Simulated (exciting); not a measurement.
Crystal: P.

```
P
1.0
     1.72573    0.99635    3.12968
    -1.72573    0.99635    3.12968
     0.00000   -1.99270    3.12968
P
2
Cartesian
  0.0000 0.0000 7.2570
  0.0000 0.0000 2.1321
```

This isn't the form of P at room conditions, which is orthorhombic.

```yaml
Program: exciting (release sodium)
Task: single point
Functional: PBE
Potentials_or_basis: all-electron LAPW+lo, shipped species files, valence relativity iora*
rgkmax: 7.5
k_mesh: 9 × 9 × 9
Occupations: fermi-dirac, width 0.05 eV
Spin: no spin polarisation
gmaxvr_cutoff_of_density_and_potential: 14 1/bohr
lmaxapw_and_lmaxmat: 10
lmaxvr: 8
nempty: 10
Valence_relativity: iora*
epsengy: 1e-05 Ha
epspot: 1e-05 Ha
maxscl: 60
Muffin-tin_radii: P 2.0 bohr
```

On this cell: largest force 0.256 eV/Å; band gap on the k mesh none (metal or under the smearing width).

The same run follows on a disturbed copy (atoms moved at random, drawn with an rms of 0.05 Å):

```xyz
2
Lattice="1.7257 0.9963 3.1297 -1.7257 0.9963 3.1297 0.0000 -1.9927 3.1297" Properties=species:S:1:pos:R:3 pbc="T T T"
P    -0.0131    0.0080    7.1927
P    -0.0121   -0.0027    2.1213
```

Task: What changes?

Result: The energy (extrapolated to zero smearing) moves by -0.5 meV/atom; largest force 0.203 eV/Å; band gap on the k mesh none (metal or under the smearing width).

Forces in eV/Å, atoms in the order of the input:
```
P    0.004 -0.043  0.198
P   -0.004  0.043 -0.198
```

Caveats: the free energy is that total less TS from the occupations.
